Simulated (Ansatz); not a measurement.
Output of an Ansatz run (abridged):

```
WARN basis.ecutwfc = 420 eV, the default
WARN ansatz: RAYON_NUM_THREADS=1 ignored (pool sized by the plan → 1); use --threads N
Pseudopotentials: kind: paw
Pseudopotential: Mg, paw, valence charge 10
Pseudopotential: F, paw, valence charge 7
Crystal: 6 atoms, lattice volume = 69.983 Å³
Basis set: ecut = 420 eV, 1395 PW (Γ), exchange–correlation on 64×64×48 points (8 copies of the dense FFT grid, shifted against one another)
Bands: 30, of which v1, the nominal top of the filled ones, is band 24 counted from 1 (23 counted from 0)
Symmetry: 16 space group operations
Space group: P42/mnm (ITA 136), of the structure as read, at distance tolerance 4.1e-5 Å
k-points: 24 of 96
Initial density: superposition of atomic densities (neutral atoms: chi_scale 0, normalization atom), corrected by the library's trained network
Initial wavefunctions: pseudopotential atomic-orbital guess
Eigensolver: davidson
Functional: x = pbe(κ = 0.804, μ = 0.2195149727645171), c = pbe(β = 0.06672455060314922)
SCF iter   1: F=—  HF=-7091.096884 eV  |F-HF|=—  |Δ(HF+E_count)|=         —  Δρ=6.96e-4  dr2=2.14e-4  ethr=1.77e-3  ⟨swp⟩=6.1  Hψ=3283  notcnv=0
all-band conjugate gradients solve this SCF's bands
preconditioner: auto → Resta (q_TF=auto, 2.562 Å⁻¹)
SCF iter   2: F=—  HF=-7091.097081 eV  |F-HF|=—  |Δ(HF+E_count)|=   1.98e-4  Δρ=3.85e-4  dr2=8.68e-5  ethr=4.46e-7  ⟨swp⟩=2.7  Hψ=1561  notcnv=0  defer=8
SCF iter   3: F=—  HF=-7091.097188 eV  |F-HF|=—  |Δ(HF+E_count)|=   1.06e-4  Δρ=1.83e-4  dr2=2.16e-5  ethr=1.81e-7  ⟨swp⟩=2.0  Hψ=1215  notcnv=0  defer=8
SCF iter   4: F=—  HF=-7091.097190 eV  |F-HF|=—  |Δ(HF+E_count)|=   2.24e-6  Δρ=6.04e-5  dr2=1.16e-6  ethr=4.50e-8  ⟨swp⟩=2.0  Hψ=966  notcnv=0  defer=8
SCF iter   5: F=—  HF=-7091.097190 eV  |F-HF|=—  |Δ(HF+E_count)|=   3.18e-7  Δρ=3.68e-5  dr2=4.31e-7  ethr=2.42e-9  ⟨swp⟩=2.0  Hψ=1220  notcnv=0  defer=8
SCF iter   6: F=-7091.097191 eV  HF=-7091.097191 eV  |F-HF|=1.58e-9  |Δ(HF+E_count)|=   7.22e-7  Δρ=6.08e-6  dr2=1.16e-8  ethr=2.08e-10  ⟨swp⟩=6.2  Hψ=3155  notcnv=0
SCF 1 converged in 6 iterations: F = -7091.097191 eV  dr2 = 1.16e-8
SCF converged after 6 iterations
Free energy (F): -7091.097191 eV
Harris-Foulkes:  -7091.097191 eV  (|F-HF|=1.58e-9)
Internal energy: -7091.097191 eV  (E = F + TS)
E sigma→0 (E₀):  -7091.097191 eV
Fermi energy:    5.121778 eV
--- Per-component energies (eV) ---
  E_band       = -850.356905
  E_kinetic    = 983.819557
  E_local      = -5428.670240  (includes V_loc(G=0)·N_el)
  E_nonlocal   = 483.444479
  E_hartree    = 1959.945419
  E_xc         = -379.842591
  E_vxc        = -487.277471  (∫ρ·V_xc dr)
  E_paw        = -1387.977972  (= ΣΔE_a)
  E_vpaw       = -321.578339  (= ΣTr[D̂ρ^β])
  E_aug_tail   = 0.008457  (compensation charges beyond the density's cutoff)
  E_ewald      = -3321.824300
  E_smearing   = -0.000000  (= −TS)
  E_closure    = 0.000000  (closes the sum)
  Σ components = -7091.097191   (vs F -7091.097191, Δ=0.00e0)
--- Forces (eV/Å), atoms counted from 1 ---
  atom   1  Mg     0.00000000    -0.00000000     0.00000000
  atom   2  Mg     0.00000000     0.00000000     0.00000000
  atom   3  F      0.05119873     0.05119873     0.00000000
  atom   4  F      0.05119873    -0.05119873     0.00000000
  atom   5  F     -0.05119873     0.05119873     0.00000000
  atom   6  F     -0.05119873    -0.05119873     0.00000000
  max |Σ_I F_I| component: 6.94e-18 eV/Å
--- Stress (GPa, compression-positive) ---
       -2.053266       0.000000       0.000000
        0.000000      -2.053266       0.000000
        0.000000       0.000000      -2.742759
  P = ⅓ Tr σ = -2.2831 GPa (-22.831 kbar)
  The stress holds the Pulay correction. Without it, at fixed plane waves, as pw.x and ABINIT print it: P = -2.9101 GPa
--- Band table (eV; the first three rows and the last of 24) ---
  k-point 0: bands = ["-69.3518", "-69.3512", "-36.1262", "-36.1262", "-36.1020", "-36.1020", "-36.0990", "-36.0965", "-18.6999", "-18.0015", "-18.0015", "-17.9437", "-2.0155", "-0.4380", "-0.1409", "-0.1409", "0.0215", "0.0539", "0.6536", "0.6536", [...]
  k-point 1: bands = ["-69.3513", "-69.3508", "-36.1241", "-36.1241", "-36.1069", "-36.1047", "-36.1017", "-36.1017", "-18.6151", "-17.9881", "-17.9881", "-17.9559", "-1.8563", "-0.2706", "-0.1999", "-0.0629", "-0.0629", "-0.0426", "0.4432", [...]
  k-point 2: bands = ["-69.3505", "-69.3502", "-36.1225", "-36.1213", "-36.1198", "-36.1198", "-36.1015", "-36.1015", "-18.4051", "-18.0195", "-17.9610", "-17.9610", "-1.4550", "-0.5429", "-0.4341", "-0.0925", "-0.0925", "-0.0729", "0.1799", [...]
  k-point 23: bands = ["-69.3499", "-69.3499", "-36.1299", "-36.1299", "-36.1176", "-36.1176", "-36.1015", "-36.1015", "-18.1346", "-18.1346", "-17.9822", "-17.9822", "-1.7022", "-1.7022", "-0.9631", "-0.9631", "0.4196", "0.4196", "0.4693", [...]
```

The structure:

```
CELL_PARAMETERS angstrom
      4.73273     0.00000     0.00000
      0.00000     4.73273     0.00000
      0.00000     0.00000     3.12442
ATOMIC_POSITIONS crystal
  Mg 0.00000 0.00000 0.00000
  Mg 0.50000 0.50000 0.50000
  F  0.30300 0.30300 0.00000
  F  0.80300 0.19700 0.50000
  F  0.19700 0.80300 0.50000
  F  0.69700 0.69700 0.00000
```

What input produced this log?

Other spellings and defaults could give the same log, and not every line can be read from it. The input that was run (DFT, PBE, plane waves, default PAW files):

Ansatz 0.2 input:
```yaml
crystal:
  lattice:
    - [4.73272800, 0.00000000, 0.00000000]
    - [0.00000000, 4.73272800, 0.00000000]
    - [0.00000000, 0.00000000, 3.12442000]
  atoms:
    - { symbol: Mg, position: [0.00000000, 0.00000000, 0.00000000] }
    - { symbol: Mg, position: [0.50000000, 0.50000000, 0.50000000] }
    - { symbol: F, position: [0.30300000, 0.30300000, 0.00000000] }
    - { symbol: F, position: [0.80300000, 0.19700000, 0.50000000] }
    - { symbol: F, position: [0.19700000, 0.80300000, 0.50000000] }
    - { symbol: F, position: [0.69700000, 0.69700000, 0.00000000] }
kpoints:
  mp_grid:
    grid: [4, 4, 6]
hamiltonian:
  xc: pbe
  pseudopotentials:
    kind: paw
scf:
  occupations:
    method: fermi_dirac
    width: 0.02 eV
output:
  forces: true
  eigenvalues: true
  stress: true
```

The starting cell has typed, rounded lattice constants, without a prior relaxation at this level. Its lattice was rescaled by a random factor within 2.5 % of one. Ansatz's pressure includes its estimate of the finite-basis (Pulay) stress. Without the estimate this run gives -2.91 GPa.

Ansatz is a program for electronic structure.
